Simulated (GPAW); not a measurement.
The system is TiAl3.

```xyz
4
Lattice="2.8397 0.0000 0.0000 0.0000 4.6813 0.0000 0.0000 0.0000 4.9007" Properties=species:S:1:pos:R:3 pbc="T T T"
Ti    0.0000    2.3406    0.8131
Al    0.0000    0.0000    4.0965
Al    1.4198    0.0000    1.6217
Al    1.4198    2.3406    3.2701
```

The cell comes from a database or a generator and needn't be the stable form of this composition.

- Program: GPAW 26.7.0
- Task: relaxation of cell and atoms
- Functional: PBEsol
- Potentials or basis: PAW data sets generated in the run's folder for this functional
- Cutoff: 600 eV
- Basis: pw
- k mesh: 7 × 4 × 4
- Occupations: fermi-dirac, width 0.05 eV
- Spin: no spin polarisation

At the start: pressure -2.4 GPa; volume 16.29 Å³/atom.

**Question.** How do energy, volume and symmetry change on relaxing?

**Answer.** Over 9 steps the energy falls by 4.7 meV/atom and the volume is 15.87 Å³/atom (-2.6 %); space group Pmm2 (No. 25, to 0.05 Å).

The path:
```
step  energy change (eV)  largest force (eV/Å)  pressure (GPa)  volume (Å³)
   1              0.0000                0.0694           -2.44        65.15
   2             -0.0032                0.0579           -2.18        64.97
   3             -0.0162                0.0604            0.39        63.35
   4             -0.0166                0.0484            0.26        63.43
   5             -0.0180                0.0232           -0.03        63.58
   6             -0.0185                0.0417           -0.02        63.57
   7             -0.0185                0.0430            0.08        63.50
   8             -0.0186                0.0351            0.13        63.48
   9             -0.0187                0.0191            0.13        63.48
```

Final structure:
```cif
data_structure
_symmetry_space_group_name_H-M 'P 1'
_symmetry_Int_Tables_number 1
_cell_length_a 2.8479
_cell_length_b 4.5828
_cell_length_c 4.8637
_cell_angle_alpha 90.000
_cell_angle_beta 90.000
_cell_angle_gamma 90.000
_cell_volume 63.48
loop_
_atom_site_label
_atom_site_type_symbol
_atom_site_fract_x
_atom_site_fract_y
_atom_site_fract_z
_atom_site_occupancy
Ti1 Ti 0.00000 0.50000 0.16566 1
Al1 Al 0.00000 0.00000 0.83611 1
Al2 Al 0.50000 0.00000 0.32954 1
Al3 Al 0.50000 0.50000 0.66869 1
```

Caveat: later steps reuse the first step's grids.
